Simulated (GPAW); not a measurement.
# LiH (Fm-3m) in GPAW: notebook

Runs on LiH. Level: PBEsol. Tasks: relaxation of cell and atoms.

All numbers are computed with GPAW 26.7.0; they aren't measurements. Logs are shortened: lines on timing, memory, paths and dates and some standing lists are left out, and cuts for length are marked. The log counts tension as positive stress, the text compression.

## (1) The crystal as given

It takes space group Fm-3m (No. 225, cubic). Conventional cell: a = 4.074 Å, b = 4.074 Å, c = 4.074 Å, α = 90.00°, β = 90.00°, γ = 90.00°. Around Li (site symmetry m-3m) lie 6 H at 2.04 Å. Around H (site symmetry m-3m) lie 6 Li at 2.04 Å.

## (2) Relaxation of cell and atoms, PBEsol

Contents of run.py:

```python
from ase import Atoms
from ase.filters import FrechetCellFilter
from ase.io import write
from ase.optimize import BFGS
from gpaw import GPAW, PW, setup_paths

setup_paths.insert(0, '.')

atoms = Atoms(['Li', 'H'],
              cell=[[0.0, 2.03675, 2.03675],
                    [2.03675, 0.0, 2.03675],
                    [2.03675, 2.03675, 0.0]],
              scaled_positions=[[0.0, 0.0, 0.0],
                                [0.5, 0.5, 0.5]],
              pbc=True)

calc = GPAW(mode=PW(800),
            xc='PBEsol',
            kpts={'size': (11, 11, 11), 'gamma': True},
            occupations={'name': 'fermi-dirac', 'width': 0.05},
            nbands=8,
            convergence={'density': 1e-05, 'forces': 0.0001},
            maxiter=150,
            txt='gpaw.txt')
atoms.calc = calc
opt = BFGS(FrechetCellFilter(atoms), trajectory='relax.traj', logfile='-')
done = opt.run(fmax=0.02, steps=60)
calc.write('gs.gpw')
write('result.traj', atoms)
print('Converged:', done)
print('Cell:', atoms.cell.cellpar().round(4))
print('Volume:', round(atoms.get_volume(), 4))
print(atoms.get_scaled_positions().round(5))
```

Potentials or basis: PAW data sets generated in the run's folder for this functional, pw.

Run with:

```bash
$ gpaw-setup -f PBEsol H Li
$ OMP_NUM_THREADS=1 python run.py
```

gpaw.txt:

```text
__  _  _
 | _ |_)|_||  |
 |__||  | ||/\| - 26.7.0

Input parameters:
  mode=PW(ecut=800.0),
  convergence={'density': 1e-05, 'forces': 0.0001},
  kpts=MonkhorstPack(size=(11, 11, 11), gamma=True),
  maxiter=150,
  nbands=8,
  occupations=Occupations(name='fermi-dirac', width=0.05),
  xc=XC(name='PBEsol')

Diagonalizing LCAO Hamiltonian
Converting LCAO to pw mode

              H

       Li

Atoms  # Å, Bohr magnetons
|   | symbol |        x |        y |        z |    initial magnetic moments |
|---|--------|----------|----------|----------|-----------------------------|
| 0 |     Li | 0.000000 | 0.000000 | 0.000000 | ( 0.0000,  0.0000,  0.0000) |
| 1 |      H | 2.036750 | 2.036750 | 2.036750 | ( 0.0000,  0.0000,  0.0000) |

Unit cell  # Å
| periodic |        x |        y |        z |  lengths |    angles |
|----------|----------|----------|----------|----------|-----------|
|      yes | 0.000000 | 2.036750 | 2.036750 | 2.880399 | 60.000000 |
|      yes | 2.036750 | 0.000000 | 2.036750 | 2.880399 | 60.000000 |
|      yes | 2.036750 | 2.036750 | 0.000000 | 2.880399 | 60.000000 |

Number of symmetries: 48
Symmetry operations  # r_c * U_cc + t_c -> r_c
|    | kind |            matrix            |
|----|------|------------------------------|
|  0 |  σ   |  1, 0, 0,  1, 0,-1,  1,-1, 0 |
|  1 |  C2  |  1, 0, 0,  1,-1, 0,  1, 0,-1 |
|  2 |  E   |  1, 0, 0,  0, 1, 0,  0, 0, 1 |
|  3 |  σ   |  1, 0, 0,  0, 0, 1,  0, 1, 0 |
|  4 |  C4  |  1, 0,-1,  1, 0, 0,  1,-1, 0 |
|  5 |  S6  |  1, 0,-1,  1,-1, 0,  1, 0, 0 |
|  6 |  σ   |  1, 0,-1,  0, 1,-1,  0, 0,-1 |
|  7 |  C3  |  1, 0,-1,  0, 0,-1,  0, 1,-1 |
|  8 |  S6  |  1,-1, 0,  1, 0, 0,  1, 0,-1 |
|  9 |  C4  |  1,-1, 0,  1, 0,-1,  1, 0, 0 |
| 10 |  C3  |  1,-1, 0,  0,-1, 1,  0,-1, 0 |
| 11 |  σ   |  1,-1, 0,  0,-1, 0,  0,-1, 1 |
| 12 |  σ   |  0, 1, 0,  1, 0, 0,  0, 0, 1 |
| 13 |  C4  |  0, 1, 0,  0, 1,-1, -1, 1, 0 |
| 14 |  C3  |  0, 1, 0,  0, 0, 1,  1, 0, 0 |
| 15 |  S6  |  0, 1, 0, -1, 1, 0,  0, 1,-1 |
| 16 |  C2  |  0, 1,-1,  1, 0,-1,  0, 0,-1 |
| 17 |  σ   |  0, 1,-1,  0, 1, 0, -1, 1, 0 |
| 18 |  S4  |  0, 1,-1,  0, 0,-1,  1, 0,-1 |
| 19 |  C4  |  0, 1,-1, -1, 1, 0,  0, 1, 0 |
| 20 |  C3  |  0, 0, 1,  1, 0, 0,  0, 1, 0 |
| 21 |  σ   |  0, 0, 1,  0, 1, 0,  1, 0, 0 |
[... 157 lines left out ...]
SCF iterations
|iter     | |      energy | eigst |  dens |force |
|---------|-|-------------|-------|-------|------|
|iter:   1| |   -6.390538 | -0.28 |       |      |
|iter:   2| |   -6.364781 | -2.96 | -0.57 |      |
|iter:   3| |   -6.218614 | -2.27 | -0.60 |      |
|iter:   4| |   -6.217749 | -3.38 | -1.32 |      |
|iter:   5| |   -6.218271c| -4.20 | -2.02 |      |
|iter:   6| |   -6.218288c| -5.57 | -2.76 |      |
|iter:   7| |   -6.218288c| -7.69c| -4.06 |      |
|iter:   8| |   -6.218288c| -7.84c| -4.49 |      |
|iter:   9| |   -6.218288c| -8.44c| -6.07c|      |
|iter:  10| |   -6.218288c| -9.60c| -6.32c|-24.47c|

Converged in 10 steps
Energy contributions relative to reference atoms: (reference = -213.280286)

Energy contributions:
  Kinetic:           5.395324
  Coulomb:          -5.768623
  Zero:              0.001027
  External:          0.000000
  Xc:               -5.846016
  Entropy:          -0.000000
  Spinorbit:         0.000000
  ----------------------------
  Free energy:      -6.218288
  Extrapolated:     -6.218288

dipole moment: (-2.336584, -2.336584, -2.336584)  # |e|*Ang

Fermi level: 0.635
Eigenvalues  # (at kpt = [0.000, 0.000, 0.000])
| band index |      eig [eV] | occ [0-2] |
|------------|---------------|-----------|
|          0 |        -5.707 |     2.000 |
|          1 |        15.140 |     0.000 |
|          2 |        16.970 |     0.000 |
|          3 |        16.970 |     0.000 |
|          4 |        16.970 |     0.000 |
|          5 |        21.421 |     0.000 |
|          6 |        21.421 |     0.000 |
|          7 |        21.421 |     0.000 |

Gap: 2.976 eV
Transition (v -> c):
  (s=0, k=49, n=0, [0.45, 0.45, -0.09]) -> (s=0, k=49, n=1, [0.45, 0.45, -0.09])
No difference between direct/indirect transitions

Stress tensor  # eV/Ang^3
|        x |        y |        z |
|----------|----------|----------|
| 0.013477 | 0.000000 | 0.000000 |
| 0.000000 | 0.013477 | 0.000000 |
| 0.000000 | 0.000000 | 0.013477 |

Forces  # eV/Ang
|        x |       y |        z |
|----------|---------|----------|
| -0.00000 | 0.00000 | -0.00000 |  # Li   0
|  0.00000 | 0.00000 |  0.00000 |  # H    1

Interpolating wave functions to new cell

              H

       Li

Atoms  # Å, Bohr magnetons
|   | symbol |         x |        y |         z |    initial magnetic moments |
|---|--------|-----------|----------|-----------|-----------------------------|
| 0 |     Li | -0.000000 | 0.000000 | -0.000000 | ( 0.0000,  0.0000,  0.0000) |
| 1 |      H |  2.035094 | 2.035094 |  2.035094 | ( 0.0000,  0.0000,  0.0000) |

Unit cell  # Å
| periodic |        x |         y |         z |  lengths |    angles |
|----------|----------|-----------|-----------|----------|-----------|
|      yes | 0.000000 |  2.035094 |  2.035094 | 2.878058 | 60.000000 |
|      yes | 2.035094 | -0.000000 |  2.035094 | 2.878058 | 60.000000 |
|      yes | 2.035094 |  2.035094 | -0.000000 | 2.878058 | 60.000000 |

Number of symmetries: 48
Symmetry operations  # r_c * U_cc + t_c -> r_c
|    | kind |            matrix            |
|----|------|------------------------------|
|  0 |  σ   |  1, 0, 0,  1, 0,-1,  1,-1, 0 |
|  1 |  C2  |  1, 0, 0,  1,-1, 0,  1, 0,-1 |
|  2 |  E   |  1, 0, 0,  0, 1, 0,  0, 0, 1 |
|  3 |  σ   |  1, 0, 0,  0, 0, 1,  0, 1, 0 |
|  4 |  C4  |  1, 0,-1,  1, 0, 0,  1,-1, 0 |
|  5 |  S6  |  1, 0,-1,  1,-1, 0,  1, 0, 0 |
|  6 |  σ   |  1, 0,-1,  0, 1,-1,  0, 0,-1 |
|  7 |  C3  |  1, 0,-1,  0, 0,-1,  0, 1,-1 |
|  8 |  S6  |  1,-1, 0,  1, 0, 0,  1, 0,-1 |
|  9 |  C4  |  1,-1, 0,  1, 0,-1,  1, 0, 0 |
| 10 |  C3  |  1,-1, 0,  0,-1, 1,  0,-1, 0 |
| 11 |  σ   |  1,-1, 0,  0,-1, 0,  0,-1, 1 |
| 12 |  σ   |  0, 1, 0,  1, 0, 0,  0, 0, 1 |
| 13 |  C4  |  0, 1, 0,  0, 1,-1, -1, 1, 0 |
| 14 |  C3  |  0, 1, 0,  0, 0, 1,  1, 0, 0 |
| 15 |  S6  |  0, 1, 0, -1, 1, 0,  0, 1,-1 |
| 16 |  C2  |  0, 1,-1,  1, 0,-1,  0, 0,-1 |
| 17 |  σ   |  0, 1,-1,  0, 1, 0, -1, 1, 0 |
| 18 |  S4  |  0, 1,-1,  0, 0,-1,  1, 0,-1 |
| 19 |  C4  |  0, 1,-1, -1, 1, 0,  0, 1, 0 |
| 20 |  C3  |  0, 0, 1,  1, 0, 0,  0, 1, 0 |
| 21 |  σ   |  0, 0, 1,  0, 1, 0,  1, 0, 0 |
[... 149 lines left out ...]
convergence criteria:
- Maximum integral of absolute [dens]ity change: 1e-05 electrons / valence electron
- Maximum change in the atomic [forces] across last 2 cycles: 0.0001 eV/Ang OR
Maximum error relative to the maximum force is below inf
- Maximum [total energy] change in last 3 cyles: 0.0005 eV / valence electron
- Maximum integral of absolute [eigenst]ate change: 4e-08 eV^2 / valence electron
maximum number of iterations: 150

SCF iterations
|iter     | |      energy | eigst |  dens |force |
|---------|-|-------------|-------|-------|------|
|iter:   1| |   -6.218830 | -4.48 |       |      |
|iter:   2| |   -6.218830 | -8.15c| -3.15 |      |
|iter:   3| |   -6.218829c| -6.94 | -3.18 |      |
|iter:   4| |   -6.218829c| -7.99c| -3.90 |      |
|iter:   5| |   -6.218829c| -7.97c| -4.71 |      |
|iter:   6| |   -6.218829c| -9.14c| -5.71c|      |
|iter:   7| |   -6.218829c|-10.37c| -6.45c|-25.75c|

Converged in 7 steps
Energy contributions relative to reference atoms: (reference = -213.280286)

Energy contributions:
  Kinetic:           5.424179
  Coulomb:          -5.788155
  Zero:              0.001035
  External:          0.000000
  Xc:               -5.855889
  Entropy:          -0.000000
  Spinorbit:         0.000000
  ----------------------------
  Free energy:      -6.218829
  Extrapolated:     -6.218829

dipole moment: (-2.334586, -2.334586, -2.334586)  # |e|*Ang

Fermi level: 1.125
Eigenvalues  # (at kpt = [0.000, 0.000, 0.000])
| band index |      eig [eV] | occ [0-2] |
|------------|---------------|-----------|
|          0 |        -5.706 |     2.000 |
|          1 |        15.180 |     0.000 |
|          2 |        17.004 |     0.000 |
|          3 |        17.004 |     0.000 |
|          4 |        17.004 |     0.000 |
|          5 |        21.460 |     0.000 |
|          6 |        21.460 |     0.000 |
|          7 |        21.460 |     0.000 |

Gap: 2.974 eV
Transition (v -> c):
  (s=0, k=49, n=0, [0.45, 0.45, -0.09]) -> (s=0, k=49, n=1, [0.45, 0.45, -0.09])
No difference between direct/indirect transitions

Stress tensor  # eV/Ang^3
|         x |         y |         z |
|-----------|-----------|-----------|
|  0.013024 | -0.000000 |  0.000000 |
| -0.000000 |  0.013024 | -0.000000 |
|  0.000000 | -0.000000 |  0.013024 |

Forces  # eV/Ang
|        x |        y |        z |
|----------|----------|----------|
| -0.00000 | -0.00000 | -0.00000 |  # Li   0
|  0.00000 | -0.00000 | -0.00000 |  # H    1

Interpolating wave functions to new cell

              H

       Li

Atoms  # Å, Bohr magnetons
|   | symbol |         x |        y |        z |    initial magnetic moments |
|---|--------|-----------|----------|----------|-----------------------------|
| 0 |     Li | -0.000000 | 0.000000 | 0.000000 | ( 0.0000,  0.0000,  0.0000) |
| 1 |      H |  1.991234 | 1.991234 | 1.991234 | ( 0.0000,  0.0000,  0.0000) |

Unit cell  # Å
| periodic |        x |        y |        z |  lengths |    angles |
|----------|----------|----------|----------|----------|-----------|
|      yes | 0.000000 | 1.991234 | 1.991234 | 2.816031 | 60.000000 |
|      yes | 1.991234 | 0.000000 | 1.991234 | 2.816031 | 60.000000 |
|      yes | 1.991234 | 1.991234 | 0.000000 | 2.816031 | 60.000000 |

Number of symmetries: 48
Symmetry operations  # r_c * U_cc + t_c -> r_c
|    | kind |            matrix            |
|----|------|------------------------------|
|  0 |  σ   |  1, 0, 0,  1, 0,-1,  1,-1, 0 |
|  1 |  C2  |  1, 0, 0,  1,-1, 0,  1, 0,-1 |
|  2 |  E   |  1, 0, 0,  0, 1, 0,  0, 0, 1 |
|  3 |  σ   |  1, 0, 0,  0, 0, 1,  0, 1, 0 |
|  4 |  C4  |  1, 0,-1,  1, 0, 0,  1,-1, 0 |
|  5 |  S6  |  1, 0,-1,  1,-1, 0,  1, 0, 0 |
|  6 |  σ   |  1, 0,-1,  0, 1,-1,  0, 0,-1 |
|  7 |  C3  |  1, 0,-1,  0, 0,-1,  0, 1,-1 |
|  8 |  S6  |  1,-1, 0,  1, 0, 0,  1, 0,-1 |
|  9 |  C4  |  1,-1, 0,  1, 0,-1,  1, 0, 0 |
| 10 |  C3  |  1,-1, 0,  0,-1, 1,  0,-1, 0 |
| 11 |  σ   |  1,-1, 0,  0,-1, 0,  0,-1, 1 |
| 12 |  σ   |  0, 1, 0,  1, 0, 0,  0, 0, 1 |
| 13 |  C4  |  0, 1, 0,  0, 1,-1, -1, 1, 0 |
| 14 |  C3  |  0, 1, 0,  0, 0, 1,  1, 0, 0 |
| 15 |  S6  |  0, 1, 0, -1, 1, 0,  0, 1,-1 |
| 16 |  C2  |  0, 1,-1,  1, 0,-1,  0, 0,-1 |
| 17 |  σ   |  0, 1,-1,  0, 1, 0, -1, 1, 0 |
| 18 |  S4  |  0, 1,-1,  0, 0,-1,  1, 0,-1 |
| 19 |  C4  |  0, 1,-1, -1, 1, 0,  0, 1, 0 |
| 20 |  C3  |  0, 0, 1,  1, 0, 0,  0, 1, 0 |
| 21 |  σ   |  0, 0, 1,  0, 1, 0,  1, 0, 0 |
[... 149 lines left out ...]
convergence criteria:
- Maximum integral of absolute [dens]ity change: 1e-05 electrons / valence electron
- Maximum change in the atomic [forces] across last 2 cycles: 0.0001 eV/Ang OR
Maximum error relative to the maximum force is below inf
- Maximum [total energy] change in last 3 cyles: 0.0005 eV / valence electron
- Maximum integral of absolute [eigenst]ate change: 4e-08 eV^2 / valence electron
maximum number of iterations: 150

SCF iterations
|iter     | |      energy | eigst |  dens |force |
|---------|-|-------------|-------|-------|------|
|iter:   1| |   -6.226008 | -1.64 |       |      |
|iter:   2| |   -6.225944 | -6.30 | -1.73 |      |
|iter:   3| |   -6.225631c| -4.07 | -1.76 |      |
|iter:   4| |   -6.225664c| -5.14 | -2.47 |      |
|iter:   5| |   -6.225670c| -6.55 | -3.30 |      |
|iter:   6| |   -6.225670c| -8.52c| -4.25 |      |
|iter:   7| |   -6.225670c| -8.78c| -5.10c|      |
|iter:   8| |   -6.225670c| -9.48c| -5.62c|-25.45c|

Converged in 8 steps
Energy contributions relative to reference atoms: (reference = -213.280286)

Energy contributions:
  Kinetic:           6.226148
  Coulomb:          -6.326503
  Zero:              0.001071
  External:          0.000000
  Xc:               -6.126385
  Entropy:          -0.000000
  Spinorbit:         0.000000
  ----------------------------
  Free energy:      -6.225670
  Extrapolated:     -6.225670

dipole moment: (-2.281549, -2.281549, -2.281549)  # |e|*Ang

Fermi level: 1.429
Eigenvalues  # (at kpt = [0.000, 0.000, 0.000])
| band index |      eig [eV] | occ [0-2] |
|------------|---------------|-----------|
|          0 |        -5.669 |     2.000 |
|          1 |        16.304 |     0.000 |
|          2 |        17.946 |     0.000 |
|          3 |        17.946 |     0.000 |
|          4 |        17.946 |     0.000 |
|          5 |        22.518 |     0.000 |
|          6 |        22.518 |     0.000 |
|          7 |        22.518 |     0.000 |

Gap: 2.934 eV
Transition (v -> c):
  (s=0, k=49, n=0, [0.45, 0.45, -0.09]) -> (s=0, k=49, n=1, [0.45, 0.45, -0.09])
No difference between direct/indirect transitions

Stress tensor  # eV/Ang^3
|         x |         y |         z |
|-----------|-----------|-----------|
| -0.000669 | -0.000000 | -0.000000 |
| -0.000000 | -0.000669 | -0.000000 |
| -0.000000 | -0.000000 | -0.000669 |

Forces  # eV/Ang
|        x |        y |        z |
|----------|----------|----------|
| -0.00000 |  0.00000 |  0.00000 |  # Li   0
| -0.00000 | -0.00000 | -0.00000 |  # H    1

# Writing to gs.gpw (mode='')
```

Run time: 15 s. Hardware: 1 thread of Arm Neoverse V2, shared host; peak memory 0.16 GiB.

What came out:

```yaml
Free_energy: -6.2257 eV
Relaxed_volume: 7.90 Å³/atom
Relaxed_cell: a = 2.816 Å, b = 2.816 Å, c = 2.816 Å, α = 60.00°, β = 60.00°, γ = 60.00°
Space_group_after_relaxing_to_0.05_Å: Fm-3m (No. 225)
Energy_gained_by_relaxing: 3.7 meV/atom
Ionic_steps: 3
Pressure_after_relaxing: 0.1 GPa
Band_gap_on_the_k_mesh: 2.93 eV, direct
```

The path:
```csv
step,energy change (eV),largest force (eV/Å),pressure (GPa),volume (Å³)
1,0.0000,0.0000,-2.16,16.90
2,-0.0005,0.0000,-2.09,16.86
3,-0.0074,0.0000,0.11,15.79
```

Final structure:
```xyz
2
Lattice="0.0000 1.9912 1.9912 1.9912 0.0000 1.9912 1.9912 1.9912 0.0000" Properties=species:S:1:pos:R:3 pbc="T T T"
Li    0.0000    0.0000    0.0000
H     1.9912    1.9912    1.9912
```

Levels at points of the mesh, in eV from the valence-band top:
```csv
k point,band 1,band 2,band 3,band 4
"(0.00, 0.00, 0.00)",-5.58,16.39,18.03,18.03
```

Caveat: the data sets keep Ga 3d, Li 1s and Be 1s frozen, and some such compounds lay over 1.5 % in volume off other programs; later steps reuse the first step's grids; an odd mesh through Γ misses points on the zone boundary, where band edges often lie.

(Continued in part 2 of 2.)
